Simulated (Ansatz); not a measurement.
CO on a (111) slab of Pb (Fm-3m (No. 225)), 3 planes, outer planes Pb (top) and Pb (bottom), 1 a cell of 42.6 Å², relaxed and still whole (its atoms last):

```yaml
crystal:
  lattice:
    - [7.01418, 0.00000, 0.00000]
    - [-3.50709, 6.07446, 0.00000]
    - [0.00000, 0.00000, 24.87705]
  atoms:
    - { symbol: Pb, position: [0.33333, 0.16667, 0.32158] }
    - { symbol: Pb, position: [0.33333, 0.66667, 0.32158] }
    - { symbol: Pb, position: [0.83333, 0.16667, 0.32158] }
    - { symbol: Pb, position: [0.83333, 0.66667, 0.32158] }
    - { symbol: Pb, position: [0.66920, 0.33460, 0.42675] }
    - { symbol: Pb, position: [0.66368, 0.83184, 0.42801] }
    - { symbol: Pb, position: [0.16866, 0.33567, 0.42826] }
    - { symbol: Pb, position: [0.16866, 0.83299, 0.42826] }
    - { symbol: Pb, position: [0.99906, 0.49953, 0.53594] }
    - { symbol: Pb, position: [0.99906, 0.99953, 0.53375] }
    - { symbol: Pb, position: [0.50304, 0.49826, 0.53572] }
    - { symbol: Pb, position: [0.50304, 0.00478, 0.53572] }
    - { symbol: C, position: [0.35542, 0.67771, 0.63296] }
    - { symbol: O, position: [0.37746, 0.68873, 0.67871] }
```

The calculation used DFT PBE+D3(BJ), scalar-relativistic, plane waves, PAW (Ansatz). Cutoff 420 eV; k points 3×3×1 on the computed 14-atom cell (Γ-centred); Gaussian smearing, width 0.10 eV; no spin polarisation. A dipole correction removes the field between periodic images along c.

It binds with 0.23 eV a molecule against the clean slab and the free molecule (no zero-point or thermal terms); its shortest contact is C–Pb 3.13 Å. Take first-order desorption with no barrier to adsorption, no reaction on the face and an assumed prefactor of 10^13 s⁻¹.

(1) How long does a molecule stay at 573 K?

(2) Where does its peak lie in a desorption experiment heated at 1 K/s?

(3) Is this physisorption or chemisorption?

Results:

(1) τ = ν⁻¹·exp(E/k_BT) with k_BT = 0.0494 eV: E/k_BT = 4.7, so τ ≈ 1×10^-11 s. At about one hit a site a second (10⁻⁶ mbar) the coverage is near τ × 1 s⁻¹, so a layer needs more than atmospheric pressure.

(2) The peak obeys E/(k_B·T_p²) = (ν/β)·exp(−E/k_BT_p). Solving gives T_p ≈ 86 K (E/k_BT_p = 31.0). An error of 0.1 eV in E moves it by about 37 K, and larger molecules have larger prefactors, which lowers it.

(3) The tightest contact, C–Pb 3.13 Å, is 1.41 times the sum of covalent radii, and deformation and lateral interaction add up to +0.02 eV; about 0.07 e cross the plane between them. This is physisorption.